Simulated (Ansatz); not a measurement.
SnO2:

```
Sn O
1.0
    -5.37331    5.37331    1.61623
     5.37331   -5.37331    1.61623
     5.37331    5.37331   -1.61623
Sn O
4 8
Direct
  0.35108 0.83107 0.18214
  0.83107 0.64892 0.47999
  0.16893 0.35108 0.52001
  0.64892 0.16893 0.81786
  0.20560 0.15493 0.36053
  0.84507 0.20560 0.05067
  0.79440 0.84507 0.63947
  0.15493 0.79440 0.94933
  0.16104 0.54296 0.70400
  0.54296 0.83896 0.38192
  0.45704 0.16104 0.61808
  0.83896 0.45704 0.29600
```

Measurements of this composition are mostly on another form, of space group No. 136.

```yaml
Program: Ansatz 0.2.0
Task: relaxation of cell and atoms
Functional: PBEsol
Potentials_or_basis: Ansatz PAW
Cutoff: "420 eV (not typed: the program's choice for these potentials)"
k_mesh: 7 × 7 × 7
Occupations: fermi-dirac, width 0.05 eV
Spin: no spin polarisation
```

At the start: volume 15.55 Å³/atom.

Q: How do energy, volume and symmetry change on relaxing?

A: It ends after 9 steps and the volume is 15.20 Å³/atom (-2.3 %); space group I4/m (No. 87, to 0.05 Å).

Step by step:
| step | energy change (eV) | largest force (eV/Å) | volume (Å³) |
| --- | --- | --- | --- |
| 1 | 0.0000 | 0.5387 | 186.66 |
| 2 | -0.1149 | 0.2510 | 183.19 |
| 3 | -0.1270 | 0.1105 | 181.74 |
| 4 | -0.1268 | 0.0669 | 182.24 |
| 5 | -0.1257 | 0.0208 | 182.65 |
| 6 | -0.1260 | 0.0062 | 182.61 |
| 7 | -0.1096 | 0.0062 | 182.61 |
| 8 | -0.1107 | 0.0013 | 182.40 |
| 9 | -0.1097 | 0.0013 | 182.40 |

Final structure:
```
CELL_PARAMETERS angstrom
-5.34100 5.34100 1.59850
5.34100 -5.34100 1.59850
5.34100 5.34100 -1.59850
ATOMIC_POSITIONS crystal
Sn 0.34922 0.83402 0.18324
Sn 0.83402 0.65078 0.48480
Sn 0.16598 0.34922 0.51520
Sn 0.65078 0.16598 0.81676
O 0.20918 0.15592 0.36510
O 0.84408 0.20918 0.05326
O 0.79082 0.84408 0.63490
O 0.15592 0.79082 0.94674
O 0.16025 0.54117 0.70143
O 0.54117 0.83975 0.38092
O 0.45883 0.16025 0.61908
O 0.83975 0.45883 0.29857
```

Caveat: the plane-wave basis is chosen anew once the cell has moved, so the energies of steps on either side of that aren't comparable; the pressure holds a Pulay correction of +0.7 GPa for the finite cutoff; the PAW data sets come from PBE, with cores solved anew for the run's functional, which leaves a small shift of forces and pressure.
